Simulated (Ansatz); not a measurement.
GaN:

```xyz
2
Lattice="0.0000 2.1352 2.1352 2.1352 0.0000 2.1352 2.1352 2.1352 0.0000" Properties=species:S:1:pos:R:3 pbc="T T T"
Ga    0.0000    0.0000    0.0000
N     2.1352    2.1352    2.1352
```

Measurements of this composition are mostly on another form, of space group No. 186.

Base run:

* Program: Ansatz 0.2.0
* Functional: revPBE
* Potentials or basis: Ansatz PAW
* Cutoff: 420 eV (not typed: the program's choice for these potentials)
* k mesh: 11 × 11 × 11
* Occupations: fermi-dirac, width 0.05 eV
* Spin: no spin polarisation

Its results: band gap on the k mesh 0.62 eV, indirect (least direct gap 2.37 eV); pressure 3.0 GPa.

Q: The run is repeated on the same cell with these changes: functional from revPBE to PBE; occupations from fermi-dirac, width 0.05 eV to gaussian, width 0.012 eV. What comes out?

A: Band gap on the k mesh 0.55 eV, indirect (least direct gap 2.36 eV); pressure -0.3 GPa.

Caveats: the k mesh misses the band edges, so the gap on the mesh is wider than the one along the path (some runs); the PAW data sets come from PBE, with cores solved anew for the run's functional, which leaves a small shift of forces and pressure (some runs); odd divisions of the mesh miss points on the zone boundary, where band edges often lie, so the gap on the mesh can be too wide (some runs).
